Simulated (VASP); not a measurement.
# Sn (Fd-3m) in VASP: notebook

Runs on Sn. Level: PBE. Tasks: relaxation of the atoms.

All numbers are computed with VASP 6.6.1; they aren't measurements. Logs are shortened: lines on timing, memory, paths and dates and some standing lists are left out, and cuts for length are marked.

**1. The undisturbed crystal**

Symmetry: Fd-3m, No. 227, cubic system. The conventional cell has a = 6.467 Å, b = 6.467 Å, c = 6.467 Å, α = 90.00°, β = 90.00°, γ = 90.00°. Sn (site symmetry -43m) is surrounded by 4 Sn at 2.80 Å.

This isn't the form of Sn at room conditions, which is tetragonal (white tin).

**2. Relaxation of the atoms, PBE (a relaxed cell with its volume scaled by 1.02)**

File INCAR:

```
SYSTEM = Sn
ALGO = Fast
EDIFF = 1E-7
EDIFFG = -0.01
ENCUT = 300
GGA = PE
IBRION = 2
ISIF = 2
ISMEAR = 0
LASPH = .True.
LCHARG = .False.
LREAL = .False.
LWAVE = .False.
NELM = 80
NSW = 40
PREC = Accurate
SIGMA = 0.03
```

File KPOINTS:

```
k-points
0
Gamma
  5 5 5
  0 0 0
```

File POSCAR:

```
Sn                                      
1.0
    0.0000000000      3.3539344084      3.3539344084
    3.3539344084      0.0000000000      3.3539344084
    3.3539344084      3.3539344084      0.0000000000
  Sn            
     2
Direct
     0.0000000000000000    0.0000000000000000    0.0000000000000000
     0.2500000000000000    0.2500000000000000    0.2500000000000000
```

Potentials or basis: VASP PAW PBE potentials, release 64 (Sn).

The run is started by

```console
> cat potpaw_PBE.64/Sn/POTCAR > POTCAR
> mpirun -np 1 vasp_std > vasp.out
```

OUTCAR:

```text
SYSTEM = Sn
   EDIFF = 1E-7
   EDIFFG = -0.01
   ENCUT = 300
   GGA = PE
   IBRION = 2
   ISIF = 2
   ISMEAR = 0
   LASPH = .True.
   LREAL = .False.
   NELM = 80
   NSW = 40
   PREC = Accurate

 ion  position               nearest neighbor table
   1  0.000  0.000  0.000-   2 2.90   2 2.90   2 2.90   2 2.90
   2  0.250  0.250  0.250-   1 2.90   1 2.90   1 2.90   1 2.90

  LATTYP: Found a face centered cubic cell.
 ALAT       =     6.7078688168

  Lattice vectors:

 A1 = (   0.0000000000,   3.3539344084,   3.3539344084)
 A2 = (   3.3539344084,   0.0000000000,   3.3539344084)
 A3 = (   3.3539344084,   3.3539344084,   0.0000000000)

Analysis of symmetry for initial positions (statically):
=====================================================================
 Subroutine PRICEL returns:
 Original cell was already a primitive cell.

 Routine SETGRP: Setting up the symmetry group for a
 face centered cubic supercell.

 Subroutine GETGRP returns: Found 48 space group operations
 (whereof 24 operations were pure point group operations)
 out of a pool of 48 trial point group operations.

The static configuration has the point symmetry T_d .
 The point group associated with its full space group is O_h .

Analysis of symmetry for dynamics (positions and initial velocities):
=====================================================================
 Subroutine PRICEL returns:
 Original cell was already a primitive cell.

 Routine SETGRP: Setting up the symmetry group for a
 face centered cubic supercell.

 Subroutine GETGRP returns: Found 48 space group operations
 (whereof 24 operations were pure point group operations)
 out of a pool of 48 trial point group operations.

The dynamic configuration has the point symmetry T_d .
 The point group associated with its full space group is O_h .

 Subroutine INISYM returns: Found 48 space group operations
 (whereof 24 operations are pure point group operations),
 and found     1 'primitive' translations

----------------------------------------------------------------------------------------

                                     Primitive cell

  volume of cell :      75.4560

  direct lattice vectors                    reciprocal lattice vectors
     0.000000000  3.353934408  3.353934408    -0.149078646  0.149078646  0.149078646
     3.353934408  0.000000000  3.353934408     0.149078646 -0.149078646  0.149078646
     3.353934408  3.353934408  0.000000000     0.149078646  0.149078646 -0.149078646

  length of vectors
     4.743179528  4.743179528  4.743179528     0.258211789  0.258211789  0.258211789

  position of ions in fractional coordinates (direct lattice)
     0.000000000  0.000000000  0.000000000
     0.250000000  0.250000000  0.250000000

  ion indices of the primitive-cell ions
   primitive index   ion index
                 1           1
                 2           2

----------------------------------------------------------------------------------------

 KPOINTS: k-points

Automatic generation of k-mesh.
 Grid dimensions read from file:
 generate k-points for:    5    5    5

 Generating k-lattice:

  Cartesian coordinates                     Fractional coordinates (reciprocal lattice)
    -0.029815729  0.029815729  0.029815729     0.200000000  0.000000000  0.000000000
     0.029815729 -0.029815729  0.029815729     0.000000000  0.200000000  0.000000000
     0.029815729  0.029815729 -0.029815729     0.000000000  0.000000000  0.200000000

  Length of vectors
     0.051642358  0.051642358  0.051642358

  Shift w.r.t. Gamma in fractional coordinates (k-lattice)
     0.000000000  0.000000000  0.000000000

 Subroutine IBZKPT returns following result:
 ===========================================

 Found     10 irreducible k-points:

 Following reciprocal coordinates:
            Coordinates               Weight
  0.000000  0.000000  0.000000      1.000000
  0.200000  0.000000  0.000000      8.000000
  0.400000  0.000000  0.000000      8.000000
  0.200000  0.200000  0.000000      6.000000
  0.400000  0.200000  0.000000     24.000000
 -0.400000  0.200000  0.000000     24.000000
 -0.200000  0.200000  0.000000     12.000000
  0.400000  0.400000  0.000000      6.000000
 -0.400000  0.400000  0.000000     12.000000
 -0.400000  0.400000  0.200000     24.000000
   k-points           NKPTS =     10   k-points in BZ     NKDIM =     10   number of bands    NBANDS=      8
   number of dos      NEDOS =    301   number of ions     NIONS =      2
   total plane-waves  NPLWV =  21952
   dimension x,y,z NGX =    28 NGY =   28 NGZ =   28
   dimension x,y,z NGXF=    56 NGYF=   56 NGZF=   56
   ions per type =               2
   NGX,Y,Z   is equivalent  to a cutoff of   9.81,  9.81,  9.81 a.u.
   NGXF,Y,Z  is equivalent  to a cutoff of  19.63, 19.63, 19.63 a.u.
 SYSTEM =  Sn
   PREC   = accura    normal or accurate (medium, high low for compatibility)
   ISTART =      0    job   : 0-new  1-cont  2-samecut
   ICHARG =      2    charge: 1-file 2-atom 10-const
   ISPIN  =      1    spin polarized calculation?
   LNONCOLLINEAR =      F non collinear calculations
   LSORBIT =      F    spin-orbit coupling
   LASPH  =      T    aspherical Exc in radial PAW
   ENCUT  =  300.0 eV  22.05 Ry    4.70 a.u.   6.70  6.70  6.70*2*pi/ulx,y,z
   NELM   =     80;   NELMIN=  2; NELMDL= -5     # of ELM steps
   EDIFF  = 0.1E-06   stopping-criterion for ELM
   LREAL  =      F    real-space projection
   EDIFFG = -.1E-01   stopping-criterion for IOM
   NSW    =     40    number of steps for IOM
   IBRION =      2    ionic relax: 0-MD 1-quasi-New 2-CG
   NFREE  =      1    steps in history (QN), initial steepest desc. (CG)
   ISIF   =      2    stress and relaxation
   ISYM   =      2    0-nonsym 1-usesym 2-fastsym
   POTIM  = 0.5000    time-step for ionic-motion
   TEBEG  =    0.0;   TEEND  =   0.0 temperature during run
   PSTRESS=    0.0 pullay stress
   NELECT =       8.0000    total number of electrons
   NUPDOWN=      -1.0000    fix difference up-down
   EMIN   =  10.00;   EMAX   =-10.00  energy-range for DOS
   EFERMI =   0.00;   METHOD = LEGACY
   ISMEAR =     0;   SIGMA  =   0.03  broadening in eV -4-tet -1-fermi 0-gaus
   EFERMI_NEDOS =   21; number of points for ismear=-14 and -15
   IALGO  =     68    algorithm
   IMIX   =      4    mixing-type and parameters
     AMIX     =   0.40;   BMIX     =  1.00
     AMIX_MAG =   1.60;   BMIX_MAG =  1.00
  volume/ion in A,a.u.               =      37.73       254.60
  Fermi-wavevector in a.u.,A,eV,Ry     =   0.774831  1.464218  8.168433  0.600363
  Thomas-Fermi vector in A             =   1.876970
   LORBIT       =      0    0 simple, 1 ext, 2 COOP (PROOUT), +10 PAW based schemes
   GGA     = PE    functional components
   LHFCALC =     F    Hartree Fock is set to
   AEXX    =    0.0000 exact exchange contribution
   IVDW    =     0    specifies the selected vdW correction
   LEPSILON=     F    determine dielectric tensor
   LRPA    =     F    only Hartree local field effects (RPA)
 conjugate gradient relaxation of ions
 non-spin polarized calculation
 RMM-DIIS sequential band-by-band and
 Gauss-broadening in eV      SIGMA  =   0.03
  energy-cutoff  :      300.00
  volume of cell :       75.46
 maximum number of plane-waves:       914
   NGX = 13   NGY = 13   NGZ = 13

 number of electron       7.9999998 magnetization

 Free energy of the ion-electron system (eV)
  ---------------------------------------------------
  ext. energy  EPLUGINS =         0.00000000
  ---------------------------------------------------
  free energy    TOTEN  =        -7.58970455 eV

  energy without entropy =       -7.58884169  energy(sigma->0) =       -7.58927312

 E-fermi :   2.5936     XC(G=0):  -8.3266

 val. band max:        2.3147418760   @ k =   0.2000   0.0000   0.0000
 cond. band min:       2.6078938920   @ k =   0.4000   0.0000   0.0000
 fundamental gap:      0.2931520160
 Fermi energy:         2.5935858037

 k-point     1 :       0.0000    0.0000    0.0000
  band No.  band energies     occupation
      1      -7.2491      2.00000
      2       1.4550      2.00000
      3       2.8129      0.00000
      4       2.8129      0.00000
      5       2.8129      0.00000
      6       4.8612      0.00000
      7       4.8612      0.00000
      8       4.8612      0.00000

 k-point     2 :       0.2000    0.0000    0.0000
  band No.  band energies     occupation
      1      -6.9081      2.00000
      2      -0.6200      2.00000
      3       2.3147      2.00000
      4       2.3147      2.00000
      5       3.0063      0.00000
      6       5.5071      0.00000
      7       5.5071      0.00000
      8       6.2178      0.00000

 k-point     3 :       0.4000    0.0000    0.0000
  band No.  band energies     occupation
      1      -6.0645      2.00000
      2      -2.8170      2.00000
      3       1.8161      2.00000
      4       1.8161      2.00000
      5       2.6079      0.50000
      6       5.8950      0.00000
      7       5.8950      0.00000
      8       8.4416      0.00000

 k-point     4 :       0.2000    0.2000    0.0000
  band No.  band energies     occupation
      1      -6.7866      2.00000
      2      -0.7924      2.00000
      3       1.6539      2.00000
      4       1.6539      2.00000
      5       4.0041      0.00000
      6       4.5679      0.00000
      7       6.6053      0.00000
      8       6.6053      0.00000

 k-point     5 :       0.4000    0.2000    0.0000
  band No.  band energies     occupation
      1      -6.0483      2.00000
      2      -2.5226      2.00000
      3       0.7003      2.00000
      4       1.2227      2.00000
      5       4.0760      0.00000
      6       5.2686      0.00000
      7       6.8988      0.00000
      8       7.2341      0.00000

 k-point     6 :      -0.4000    0.2000    0.0000
  band No.  band energies     occupation
      1      -5.5425      2.00000
      2      -3.3488      2.00000
      3       0.1340      2.00000
      4       1.4012      2.00000
      5       3.9764      0.00000
      6       6.0980      0.00000
      7       6.8048      0.00000
      8       8.2238      0.00000

 k-point     7 :      -0.2000    0.2000    0.0000
  band No.  band energies     occupation
      1      -6.3670      2.00000
      2      -1.9392      2.00000
      3       0.5924      2.00000
      4       2.0560      2.00000
      5       3.9899      0.00000
      6       5.9258      0.00000
      7       6.0834      0.00000
      8       6.7950      0.00000

 k-point     8 :       0.4000    0.4000    0.0000
  band No.  band energies     occupation
      1      -5.4405      2.00000
      2      -3.3544      2.00000
      3       0.6910      2.00000
      4       0.6910      2.00000
      5       3.4911      0.00000
      6       4.0389      0.00000
      7       9.1356      0.00000
      8       9.1361      0.00000

 k-point     9 :      -0.4000    0.4000    0.0000
  band No.  band energies     occupation
      1      -4.7155      2.00000
      2      -4.1906      2.00000
      3      -0.0868      2.00000
      4       0.7699      2.00000
      5       3.7867      0.00000
      6       5.2574      0.00000
      7       8.4777      0.00000
      8       8.7691      0.00000

 k-point    10 :      -0.4000    0.4000    0.2000
  band No.  band energies     occupation
      1      -5.2053      2.00000
      2      -3.6179      2.00000
      3      -0.0525      2.00000
      4       0.6134      2.00000
      5       5.2482      0.00000
      6       5.4288      0.00000
      7       6.4446      0.00000
      8       8.2941      0.00000

------------------------ aborting loop because EDIFF is reached ----------------------------------------

  FORCE on cell =-STRESS in cart. coord.  units (eV):
  Direction    XX          YY          ZZ          XY          YZ          ZX
  --------------------------------------------------------------------------------------
  -------------------------------------------------------------------------------------
  Total       -0.3188016     -0.3188016     -0.3188016      0.0000000      0.0000000      0.0000000
  in kB       -6.7692005     -6.7692005     -6.7692005      0.0000000      0.0000000      0.0000000
  external PRESSURE =      -6.7692005 kB  Pullay stress =       0.0000000 kB

 VOLUME and BASIS-vectors are now :
 -----------------------------------------------------------------------------
  energy-cutoff  :      300.00
  volume of cell :       75.46
      direct lattice vectors                 reciprocal lattice vectors
     0.000000000  3.353934408  3.353934408    -0.149078646  0.149078646  0.149078646
     3.353934408  0.000000000  3.353934408     0.149078646 -0.149078646  0.149078646
     3.353934408  3.353934408  0.000000000     0.149078646  0.149078646 -0.149078646

 POSITION                                       TOTAL-FORCE (eV/Angst)
 -----------------------------------------------------------------------------------
      0.00000      0.00000      0.00000         0.000000      0.000000      0.000000
      1.67697      1.67697      1.67697        -0.000000     -0.000000     -0.000000
 -----------------------------------------------------------------------------------
    total drift:                                0.000000      0.000000      0.000000

  FREE ENERGIE OF THE ION-ELECTRON SYSTEM (eV)
  ---------------------------------------------------
  free  energy   TOTEN  =        -7.5897045471 eV

  energy  without entropy=       -7.5888416915  energy(sigma->0) =       -7.58927312

 reached required accuracy - stopping structural energy minimisation
```

It took 6.9 s on 1 thread of Intel Xeon Platinum 8488C (Sapphire Rapids), shared host; peak memory 0.14 GiB.

What came out:

```yaml
Free_energy: -7.5897 eV
Pressure_after_relaxing: -0.7 GPa
Band_gap_on_the_k_mesh: none (metal or under the smearing width)
```

Final structure:
```
Sn
1.0
     0.00000    3.35393    3.35393
     3.35393    0.00000    3.35393
     3.35393    3.35393    0.00000
Sn
2
Direct
  0.00000 0.00000 0.00000
  0.25000 0.25000 0.25000
```

Levels at points of the mesh, in eV from the Fermi level:
```csv
k point,band 1,band 2,band 3,band 4,band 5,band 6,band 7,band 8
"(0.00, 0.00, 0.00)",-9.84,-1.14,0.22,0.22,0.22,2.27,2.27,2.27
```

Caveat: the relaxation stopped at its first step, so nothing moved.

**3. Relaxation of the atoms, PBE (a relaxed cell with its volume scaled by 1.04)**

INCAR is that of step 2.

KPOINTS is that of step 2.

File POSCAR:

```
Sn                                      
1.0
    0.0000000000      3.3757138135      3.3757138135
    3.3757138135      0.0000000000      3.3757138135
    3.3757138135      3.3757138135      0.0000000000
  Sn            
     2
Direct
     0.0000000000000000    0.0000000000000000    0.0000000000000000
     0.2500000000000000    0.2500000000000000    0.2500000000000000
```

Potentials or basis: VASP PAW PBE potentials, release 64 (Sn).

The run is started by

```console
> cat potpaw_PBE.64/Sn/POTCAR > POTCAR
> mpirun -np 1 vasp_std > vasp.out
```

It took 6.7 s on 1 thread of Intel Xeon Platinum 8488C (Sapphire Rapids), shared host; peak memory 0.14 GiB.

The run converged. Its results:

| Property | Result |
| --- | --- |
| Free energy | -7.5806 eV |
| Pressure after relaxing | -1.3 GPa |
| Band gap on the k mesh | none (metal or under the smearing width) |

Final structure:
```
Sn
1.0
     0.00000    3.37571    3.37571
     3.37571    0.00000    3.37571
     3.37571    3.37571    0.00000
Sn
2
Direct
  0.00000 0.00000 0.00000
  0.25000 0.25000 0.25000
```

Levels at points of the mesh, in eV from the Fermi level:
```tsv
k point	band 1	band 2	band 3	band 4	band 5	band 6	band 7	band 8
(0.00, 0.00, 0.00)	-9.70	-1.23	0.25	0.25	0.25	2.29	2.29	2.29
```

Caveat: the relaxation stopped at its first step, so nothing moved.
